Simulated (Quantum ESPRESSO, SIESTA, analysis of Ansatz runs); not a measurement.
# Levels of N_C in SiC (F-43m), rung by rung (SIESTA and Quantum ESPRESSO), part 2 of 3

We place the charge-transition levels of N_C in SiC (F-43m) with atom-centred orbitals, then repeat the energies at other levels of method to see what holds. Model: a cell of 54 host atoms with 1 C taken out and 1 N put in.

SIESTA and Quantum ESPRESSO ; SIESTA numerical-orbital DFT, PBEsol, DZP basis, PseudoDojo 0.4.1 potentials converted to PSML; charged supercells in a uniform background, point-charge correction with alignment at far sites.

So far. Step 2 (Band edges): The gap at this level is 1.23 eV.

## Step 3: Relaxing each charge state

Level of this step: SIESTA numerical-orbital DFT, PBEsol, DZP basis, PseudoDojo 0.4.1 potentials converted to PSML; relaxation of all atoms of a defect supercell (SIESTA).

Each state starts from the atoms near the defect displaced at random, so that no symmetry of the ideal site is imposed. An odd electron count needs spin polarisation, and the total moment is held fixed to keep the state apart from its neighbours in spin. Charge 0 is shown in full.

File defect.fdf:

```
SystemName                      Si27C26N
SystemLabel                     defect
NumberOfSpecies                 3
NumberOfAtoms                   54
%block ChemicalSpeciesLabel
  1   14 Si
  2    6 C
  3    7 N
%endblock ChemicalSpeciesLabel
LatticeConstant                 1.0 Ang
%block LatticeVectors
     0.000003000     6.564408000     6.564408000
     6.564408000     0.000003000     6.564408000
     6.564408000     6.564408000     0.000003000
%endblock LatticeVectors
AtomicCoordinatesFormat         Fractional
%block AtomicCoordinatesAndAtomicSpecies
     0.000001066     0.000001066     0.000001066  1
     0.083332324     0.083332324     0.083332324  2
     0.000001066     0.000001066     0.333334400  1
     0.083332324     0.083332324     0.416665657  2
     0.000001066     0.000001066     0.666667733  1
     0.077785984     0.084738882     0.754959125  2
     0.000001066     0.333334400     0.000001066  1
     0.083332324     0.416665657     0.083332324  2
     0.000001066     0.333334400     0.333334400  1
     0.081244617     0.423228666     0.413893949  2
     0.005389536     0.334973522     0.662259418  1
     0.082397456     0.423082994     0.746575381  2
     0.000001066     0.666667733     0.000001066  1
     0.086961538     0.750221865     0.085729241  2
     0.001253285     0.670499907     0.326995029  1
     0.078942215     0.755341368     0.413981726  2
    -0.000690460     0.669956915     0.660713514  1
     0.085952862     0.743941198     0.753784592  2
     0.333334400     0.000001066     0.000001066  1
     0.416665657     0.083332324     0.083332324  2
     0.333334400     0.000001066     0.333334400  1
     0.410775071     0.083991565     0.421425987  2
     0.329985506     0.005835302     0.667624417  1
     0.410744185     0.084818041     0.749881595  2
     0.333334400     0.333334400     0.000001066  1
     0.422323227     0.411809626     0.083957672  2
     0.327245262     0.335860046     0.337142284  1
     0.422364707     0.411708373     0.415708579  3
     0.338234197     0.335313543     0.665021473  1
     0.415995946     0.410825886     0.752186484  2
     0.337472671     0.670055910    -0.004499533  1
     0.418837601     0.749388153     0.087636413  2
     0.330064351     0.664579601     0.339795529  1
     0.410872789     0.751480197     0.421368024  2
     0.337789318     0.660713138     0.668308691  1
     0.416665657     0.749998991     0.749998991  2
     0.666667733     0.000001066     0.000001066  1
     0.743780554     0.085382819     0.087213076  2
     0.667051990     0.005374442     0.332947586  1
     0.756086043     0.082539570     0.412240766  2
     0.671464551    -0.004985045     0.669012658  1
     0.753186559     0.078665813     0.747203946  2
     0.666554035     0.327643281     0.000809859  1
     0.749370031     0.413196478     0.081069320  2
     0.661866988     0.336184569     0.330778174  1
     0.750602340     0.420728016     0.418222850  2
     0.665801967     0.327611434     0.668777068  1
     0.749998991     0.416665657     0.749998991  2
     0.667488902     0.664584462     0.005741196  1
     0.744081833     0.749256388     0.086290888  2
     0.662795523     0.662926263     0.337281780  1
     0.749998991     0.749998991     0.416665657  2
     0.666667733     0.666667733     0.666667733  1
     0.749998991     0.749998991     0.749998991  2
%endblock AtomicCoordinatesAndAtomicSpecies
%block kgrid.MonkhorstPack
    2   0   0  0.50
    0   2   0  0.50
    0   0   2  0.50
%endblock kgrid.MonkhorstPack
XC.Functional                   GGA
XC.Authors                      PBEsol
PAO.BasisSize                   DZP
PAO.EnergyShift                 0.005 Ry
Mesh.Cutoff                     300 Ry
Spin                            polarized
%block DM.InitSpin
    27   0.200
    28   0.200
    29   0.200
    33   0.200
    45   0.200
%endblock DM.InitSpin
Spin.Fix                        true
Spin.Total                      1.0
OccupationFunction              FD
ElectronicTemperature           0.01 eV
MaxSCFIterations                150
SCF.MustConverge                true
SCF.Mixer.Method                Pulay
SCF.Mixer.Weight                0.1
SCF.Mixer.History               10
SCF.DM.Tolerance                3.0e-4
SCF.H.Tolerance                 3.0e-3 eV
WriteForces                     true
Charge.Mulliken                 end
SaveRho                         true
SaveElectrostaticPotential      true
Charge.Hirshfeld                end
Charge.Voronoi                  end
MD.TypeOfRun                    Broyden
MD.Steps                        90
MD.MaxForceTol                  0.04 eV/Ang
MD.MaxDispl                     0.15 Ang
WriteCoorStep                   true
AtomCoorFormatOut               Fractional
```

On the command line:

```sh
> OMP_NUM_THREADS=1 siesta defect.fdf > defect.out
```

Log:

```text
Version         : 5.4.2

                           ***********************
                           *  WELCOME TO SIESTA  *
                           ***********************

[...]
reinit: Reading from file defect.fdf

reinit: -----------------------------------------------------------------------
reinit: System Name: Si27C26N
reinit: -----------------------------------------------------------------------
reinit: System Label: defect
reinit: -----------------------------------------------------------------------

[...]
initatom: Reading input for the pseudopotentials and atomic orbitals ----------
Species number:   1 Atomic number:   14 Label: Si
Species number:   2 Atomic number:    6 Label: C
Species number:   3 Atomic number:    7 Label: N

[... pseudopotential checks and orbital generation ...]

prinput: Basis input

PAO.BasisType split

%block ChemicalSpeciesLabel
    1   14 Si                      # Species index, atomic number, species label
    2    6 C                       # Species index, atomic number, species label
    3    7 N                       # Species index, atomic number, species label
%endblock ChemicalSpeciesLabel

%block PAO.Basis                 # Define Basis set
# WARNING: This information might be incomplete!
Si                    2                    # Species label, number of l-shells
 n=3   0   2                         # n, l, Nzeta
   5.819      3.988
   1.000      1.000
 n=3   1   2 P   1                   # n, l, Nzeta, Polarization, NzetaPol
   7.489      5.207
   1.000      1.000
C                     2                    # Species label, number of l-shells
 n=2   0   2                         # n, l, Nzeta
   4.859      3.157
   1.000      1.000
 n=2   1   2 P   1                   # n, l, Nzeta, Polarization, NzetaPol
   5.984      3.889
   1.000      1.000
N                     2                    # Species label, number of l-shells
 n=2   0   2                         # n, l, Nzeta
   4.265      2.697
   1.000      1.000
 n=2   1   2 P   1                   # n, l, Nzeta, Polarization, NzetaPol
[...]
%endblock PAO.Basis

prinput: ----------------------------------------------------------------------

coor:   Atomic-coordinates input format  =     Fractional

[...]
siesta: System type = bulk

initatomlists: Number of atoms, orbitals, and projectors:     54   702   702

[... echo of the settings ...]

siesta: k-grid: Number of k-points = 4
siesta: k-points from Monkhorst-Pack grid
siesta: k-cutoff (effective) =     9.283 Ang
siesta: k-point supercell and displacements
siesta: k-grid:     2     0     0      0.500
siesta: k-grid:     0     2     0      0.500
siesta: k-grid:     0     0     2      0.500

diag: Algorithm                                     = D&C
diag: Absolute tolerance                            =  0.100E-15
diag: Orthogonalization factor                      =  0.100E-05

superc: Internal auxiliary supercell:     3 x     3 x     3  =      27
superc: Number of atoms, orbitals, and projectors:   1458  18954  18954

                     ====================================
                        Begin Broyden opt. move =      0
                     ====================================

[...]
superc: Internal auxiliary supercell:     3 x     3 x     3  =      27
superc: Number of atoms, orbitals, and projectors:   1458  18954  18954

outcell: Unit cell vectors (Ang):
        0.000003    6.564408    6.564408
        6.564408    0.000003    6.564408
        6.564408    6.564408    0.000003

outcell: Cell vector modules (Ang)   :    9.283475    9.283475    9.283475
outcell: Cell angles (23,13,12) (deg):     60.0000     60.0000     60.0000
outcell: Cell volume (Ang**3)        :    565.7394
[...]
Initializing Density Matrix...

[...]
DM filled with atomic data (user-defined):

InitMesh: MESH = 80 x 80 x 80 = 512000
InitMesh: Mesh cutoff (required, used) =   300.000   307.859 Ry

[...]
iscf     Eharris(eV)        E_KS(eV)     FreeEng(eV)     dDmax     Ef_up Ef_dn(eV) dHmax(eV)
   scf:    1    -7325.770062    -7593.807885    -7593.807928  0.905503 -4.537004 -8.338679  6.813980
[...]
scf:    2    -7634.320313    -7614.944036    -7614.944055  0.030886 -4.560684 -7.896569  5.024634
[...]
scf:    3    -7656.773503    -7642.814543    -7642.814548  0.093147 -4.648953 -6.692370  2.574012
[...]
scf:    4    -7640.686111    -7642.574749    -7642.574789  0.063769 -4.557813 -6.558834  4.516351
[...]
scf:    5    -7643.438163    -7643.392392    -7643.392401  0.048753 -4.616407 -6.526152  0.329896
[...]
scf:    6    -7643.440888    -7643.421809    -7643.421819  0.003768 -4.614687 -6.503028  0.134370
[...]
scf:    7    -7643.432558    -7643.428066    -7643.428076  0.001202 -4.618296 -6.505297  0.040075
[...]
scf:    8    -7643.431302    -7643.429749    -7643.429759  0.001317 -4.621380 -6.494930  0.019756
[...]
scf:    9    -7643.430205    -7643.430020    -7643.430030  0.000563 -4.624242 -6.492358  0.022275
[...]
scf:   10    -7643.430001    -7643.430036    -7643.430045  0.000720 -4.624645 -6.493126  0.028394
[...]
spin moment: {S} , |S| = {        0.0        0.0    1.00000 }     1.00000

SCF Convergence by DM+H criterion
[...]
DM extrapolation coefficients:
1   1.00000
New DM after history re-use:

[...]
iscf     Eharris(eV)        E_KS(eV)     FreeEng(eV)     dDmax     Ef_up Ef_dn(eV) dHmax(eV)
   scf:    1    -7644.604407    -7644.606268    -7644.606268  0.008305 -4.572502 -6.589399  0.036322
[...]
scf:    2    -7644.599929    -7644.604456    -7644.604456  0.001793 -4.574953 -6.586376  0.122250
[...]
scf:    3    -7644.606983    -7644.606497    -7644.606498  0.001355 -4.573083 -6.588571  0.002729
[...]
scf:    4    -7644.606510    -7644.606505    -7644.606505  0.000029 -4.573088 -6.588897  0.001145
     spin moment: {S} , |S| = {        0.0        0.0    1.00000 }     1.00000

SCF Convergence by DM+H criterion
[...]
SCF cycle converged after 4 iterations

[...]
siesta: E_KS(eV) =            -7644.6065

siesta: Atomic forces (eV/Ang):
     1   -0.004318    0.015669   -0.012094
     2    0.001335    0.008836   -0.017233
     3   -0.006636    0.015379   -0.018608
     4   -0.013302    0.005959   -0.004721
     5   -0.003563   -0.005098   -0.001629
     6    0.001808    0.009096   -0.010990
     7    0.008694    0.006642   -0.019217
     8    0.003801   -0.001815   -0.002258
     9   -0.003862    0.006586   -0.008981
    10   -0.009878    0.028864   -0.016880
[...]
50    0.009685   -0.018846    0.016204
    51   -0.009311   -0.002788    0.011768
    52   -0.005819    0.009851   -0.001649
    53   -0.000962    0.001616    0.003352
    54    0.008058   -0.007591    0.005187
   Tot   -0.000185   -0.000858   -0.000603
   Max    0.028864
   Res    0.010769    sqrt( Sum f_i^2 / 3N )
   Max    0.028864    constrained

Stress tensor Voigt[x,y,z,yz,xz,xy] (kbar):       10.26       10.26       10.27        3.13        3.14        3.14
[...]
outcoor: Relaxed atomic coordinates (fractional):
   -0.00050064    0.00031314   -0.00022872   1       1  Si
    0.08317543    0.08358184    0.08310957   2       2  C
   -0.00001676    0.00115205    0.33284864   1       3  Si
    0.08264745    0.08357850    0.41748424   2       4  C
   -0.00039203   -0.00039220    0.66761495   1       5  Si
    0.08309244    0.08375021    0.74996574   2       6  C
    0.00063408    0.33319855    0.00002289   1       7  Si
    0.08329028    0.41697945    0.08331527   2       8  C
    0.00034245    0.33309135    0.33281319   1       9  Si
    0.08344319    0.41810760    0.41681220   2      10  C
   -0.00051033    0.33324148    0.66682064   1      11  Si
    0.08435468    0.41730410    0.74805825   2      12  C
   -0.00029184    0.66704696    0.00022281   1      13  Si
    0.08305540    0.75049457    0.08345990   2      14  C
   -0.00101987    0.66813780    0.33284988   1      15  Si
    0.08368438    0.74926968    0.41711949   2      16  C
   -0.00031073    0.66726278    0.66708807   1      17  Si
    0.08338726    0.74979938    0.75047441   2      18  C
    0.33288980    0.00018492    0.00095058   1      19  Si
    0.41691295    0.08258979    0.08420677   2      20  C
[...]
0.41638573    0.41687562    0.41682343   3      28  N
[...]
0.67052019    0.33190675    0.33194498   1      45  Si
    0.74823568    0.41678987    0.41749317   2      46  C
    0.66710771    0.33213163    0.66746166   1      47  Si
    0.74991058    0.41645269    0.75013141   2      48  C
    0.66713745    0.66664014    0.00005089   1      49  Si
    0.74993174    0.74918724    0.08426671   2      50  C
    0.66648393    0.66669719    0.33387224   1      51  Si
    0.74937453    0.75035879    0.41709491   2      52  C
    0.66632587    0.66638367    0.66698449   1      53  Si
    0.74994643    0.74948438    0.75029801   2      54  C

[...]
siesta: Final energy (eV):
siesta:  Band Struct. =   -2751.803535
siesta:       Kinetic =    4312.236054
siesta:       Hartree =     882.956332
[...]
siesta:         Exch. =   -2466.082151
siesta:         Corr. =    -306.516731
[...]
siesta:   Exch.-corr. =   -2772.598882
siesta:  Ion-electron =   -5820.459089
siesta:       Ion-ion =   -4246.740919
[...]
siesta:         Total =   -7644.606505
siesta:      Fermi_up =      -4.573088
siesta:      Fermi_dn =      -6.588897

siesta: Stress tensor (static) (eV/Ang**3):
siesta:     0.006402    0.001963    0.001961
siesta:     0.001963    0.006403    0.001954
siesta:     0.001961    0.001954    0.006411

siesta: Cell volume =        565.739362 Ang**3

siesta: Pressure (static):
siesta:                Solid            Molecule  Units
siesta:          -0.00006976         -0.00006988  Ry/Bohr**3
siesta:          -0.00640532         -0.00641647  eV/Ang**3
siesta:         -10.26245722        -10.28031843  kBar

[...]
mulliken: Qtot =      109.000

[...]
mulliken: Qtot =      108.000

Mulliken Atomic Populations:
Atom #   charge [q] valence [e]      Sz [e]  Species
     1    -0.123492    4.123492    0.025497  Si
     2     0.117891    3.882109    0.004269  C
     3    -0.110242    4.110242    0.035383  Si
     4     0.118961    3.881039    0.002996  C
     5    -0.123095    4.123095    0.024791  Si
     6     0.117404    3.882596    0.003144  C
     7    -0.110223    4.110223    0.035433  Si
     8     0.119014    3.880986    0.002987  C
     9    -0.109346    4.109346    0.034132  Si
    10     0.125868    3.874132    0.004544  C
    11    -0.112718    4.112718    0.029475  Si
    12     0.126051    3.873949    0.003916  C
    13    -0.123125    4.123125    0.024788  Si
    14     0.117321    3.882679    0.003142  C
    15    -0.112765    4.112765    0.029516  Si
    16     0.126019    3.873981    0.003926  C
    17    -0.112378    4.112378    0.030198  Si
    18     0.117372    3.882628    0.003086  C
    19    -0.110357    4.110357    0.035437  Si
    20     0.118867    3.881133    0.003008  C
[...]
28    -0.218135    5.218135    0.007826  N
[...]
45    -0.078305    4.078305    0.051012  Si
    46     0.125422    3.874578    0.005146  C
    47    -0.113013    4.113013    0.029810  Si
    48     0.116760    3.883240    0.003102  C
    49    -0.112560    4.112560    0.030169  Si
    50     0.117532    3.882468    0.003088  C
    51    -0.113094    4.113094    0.029851  Si
    52     0.116791    3.883209    0.003111  C
    53    -0.118716    4.118716    0.028534  Si
    54     0.115712    3.884288    0.003708  C
 Total    -0.000000                1.000000

[...]
Job completed
```

Elapsed: 38 min, on 1 MPI rank of Arm Neoverse V2, shared host; peak memory 1.2 GiB.

The steps and moves of this run count from the displaced start.

Step by step:

| step | energy less that of the first step (eV) | largest force (eV/Å) |
| --- | --- | --- |
| 0 | 0.0000 | 2.6414 |
| 1 | -0.9818 | 0.7611 |
| 2 | -1.1054 | 0.2769 |
| 3 | -1.1425 | 0.1985 |
| 4 | -1.1634 | 0.1066 |
| 5 | -1.1730 | 0.0639 |
| 6 | -1.1764 | 0.0349 |

The atoms that moved most (Å):

```csv
atom,dx,dy,dz,length
Si45,-0.020,0.064,0.029,0.073
Si29,0.016,-0.001,-0.065,0.067
Si33,-0.006,-0.039,0.052,0.065
C40,0.044,-0.019,-0.042,0.064
Si27,-0.056,-0.007,0.004,0.056
C16,-0.019,0.052,-0.009,0.056
C46,-0.031,-0.020,-0.041,0.055
Si11,0.019,-0.009,-0.050,0.054
```

Neighbours of N28 at the end:

| atom | distance (Å) |
| --- | --- |
| Si45 | 1.926 |
| Si33 | 1.927 |
| Si29 | 1.927 |
| Si27 | 1.927 |
| C12 | 3.079 |
| C32 | 3.080 |
| C22 | 3.082 |
| C46 | 3.083 |
| C26 | 3.084 |
| C40 | 3.084 |
| C34 | 3.084 |
| C10 | 3.085 |
| C44 | 3.087 |
| C16 | 3.087 |
| C30 | 3.087 |
| C24 | 3.088 |

Energies on the run's own zero. States near gap, by row:

| spin | k | band | energy (eV) | filled by count |
| --- | --- | --- | --- | --- |
| up | 0 | 105 | -7.386 | 1 |
| up | 0 | 106 | -7.384 | 1 |
| up | 0 | 107 | -6.881 | 1 |
| up | 0 | 108 | -6.88 | 1 |
| up | 0 | 109 | -4.689 | 1 |
| up | 0 | 110 | -4.451 | 0 |
| up | 0 | 111 | -4.449 | 0 |
| up | 0 | 112 | -3.877 | 0 |
| up | 0 | 113 | -3.732 | 0 |
| up | 1 | 105 | -7.526 | 1 |
| up | 1 | 106 | -7.434 | 1 |
| up | 1 | 107 | -7.211 | 1 |
| up | 1 | 108 | -7 | 1 |
| up | 1 | 109 | -5.13 | 1 |
| up | 1 | 110 | -3.972 | 0 |
| up | 1 | 111 | -3.852 | 0 |
| up | 1 | 112 | -3.442 | 0 |
| up | 1 | 113 | -3.289 | 0 |
| down | 0 | 104 | -7.473 | 1 |
| down | 0 | 105 | -7.378 | 1 |
| down | 0 | 106 | -7.376 | 1 |
| down | 0 | 107 | -6.873 | 1 |
| down | 0 | 108 | -6.872 | 1 |
| down | 0 | 109 | -4.581 | 0 |
| down | 0 | 110 | -4.37 | 0 |
| down | 0 | 111 | -4.368 | 0 |
| down | 0 | 112 | -3.793 | 0 |
| down | 1 | 104 | -7.568 | 1 |
| down | 1 | 105 | -7.517 | 1 |
| down | 1 | 106 | -7.424 | 1 |
| down | 1 | 107 | -7.2 | 1 |
| down | 1 | 108 | -6.992 | 1 |
| down | 1 | 109 | -5.036 | 0 |
| down | 1 | 110 | -3.886 | 0 |
| down | 1 | 111 | -3.781 | 0 |
| down | 1 | 112 | -3.361 | 0 |

The states that were run, at 2×2×2 shifted by half a step, on 1 MPI rank of Arm Neoverse V2, shared host:

| charge | moment (μB) | outcome | structures computed | largest displacement of a host atom from its site (Å) | lowest empty less highest filled level (eV) | time |
| --- | --- | --- | --- | --- | --- | --- |
| +1 | 0 | converged | 7 | 0.03 | 1.79 | 21 min |
| −1 | 0 | converged | 7 | 0.04 | 0.23 | 21 min |
| 0 | 1 | converged | 7 | 0.03 | -0.35 | 38 min |

At charge 0 filled and empty levels, counted over both spins and all k-points, touch or overlap: the last carrier shares a level or a band, or the held moment keeps an electron of one spin above an empty level of the other.

Against the host's sites the lattice moves most at charge −1 (0.04 Å); the smallest move among the states is 0.03 Å.

[end of part 2 of 3]

[Logs are printed without paths, hosts, clocks, repeated set-up lines and the standing remarks that a program may print on its own settings, such as how far it seeks lower states.]

[Hosts, paths, dates, database ids (printed as entryN), source tags and the programs' standing remarks are cut or masked in the printed files.]

[For some hosts the program warned that the k-mesh of the response run may be too coarse for force constants and the static dielectric constant; such warnings are not shown here.]

[Charge tables in the logs are Mulliken or Hirshfeld populations, whose sizes and signs can differ; where basis functions stand at a vacancy, SIESTA counts their charge against the missing atom's valence.]

[In relaxation paths of CP2K, step 0 can be the structure after the first move, since the trajectory file begins there, and the last row can be the final structure solved once more.]
